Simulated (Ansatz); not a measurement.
# Cu: equation of state with PBEsol

Cu:

```
Cu
1.0
    -1.44279    1.44279    1.37608
     1.44279   -1.44279    1.37608
     1.44279    1.44279   -1.37608
Cu
1
Direct
  0.00000 0.00000 0.00000
```

This isn't the form of Cu at room conditions, which is fcc.

* Program: Ansatz 0.2.0
* Task: equation of state
* Functional: PBEsol
* Potentials or basis: Ansatz PAW
* Cutoff: 420 eV
* Density cutoff: 1680 eV
* k mesh: 13 × 13 × 13
* Occupations: fermi-dirac, width 0.05 eV
* Spin: no spin polarisation

```json
{
 "Equilibrium volume": "11.36 Å³/atom",
 "Bulk modulus at fixed shape and positions": "165 GPa",
 "Pressure derivative of the bulk modulus": "5.0"
}
```

Energy against volume, from the lowest point:
| volume (Å³/atom) | energy (meV/atom) |
| --- | --- |
| 10.771 | 17.12 |
| 11.000 | 5.86 |
| 11.229 | 0.38 |
| 11.458 | 0.00 |
| 11.687 | 4.17 |
| 11.916 | 12.33 |
| 12.146 | 24.05 |

All runs of the series together: 4.3 s on 2 threads of Intel(R) Xeon(R) 6975P-C (Granite Rapids), with other jobs on the host.

Caveat: the cell was scaled at fixed shape and fractional positions, which overstates the stiffness of a crystal with free parameters, most of all of layers and chains.
